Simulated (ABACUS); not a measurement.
## BP in ABACUS: the effect of functional

The system is BP.

```
CELL_PARAMETERS angstrom
0.00000 2.31350 2.31350
2.31350 0.00000 2.31350
2.31350 2.31350 0.00000
ATOMIC_POSITIONS crystal
P 0.75000 0.75000 0.75000
B 0.00000 0.00000 0.00000
```

The cell isn't the ideal one: volume scaled by 1.06.

Alike in all runs:

```yaml
Program: ABACUS 3.10.1
Task: equation of state
Potentials_or_basis: SG15 ONCV 1.2 PBE
Cutoff: 1034 eV
Density_cutoff: 4136 eV
Basis: plane waves
k_mesh: 7 × 7 × 7
Occupations: fermi-dirac, width 0.05 eV
Spin: no spin polarisation
```

| functional | gap on the mesh (eV) | pressure (GPa) |
| --- | --- | --- |
| LDA | 1.18 | -9.4 |
| PBEsol | 1.21 | -9.5 |
| PW91 | ? | ? |
| WC | 1.23 | -9.5 |
| r2SCAN | 1.49 | -9.0 |
| TPSS | 1.48 | -7.6 |

**Question.** What does the run with functional PW91 give?

**Answer.** gap on the mesh 1.38 eV; pressure -8.0 GPa.

Caveats: the potentials were made for another functional, which shifts forces and pressure; an odd mesh through Γ misses points on the zone boundary, where band edges often lie.

Runs at the PBE level aren't shown here.
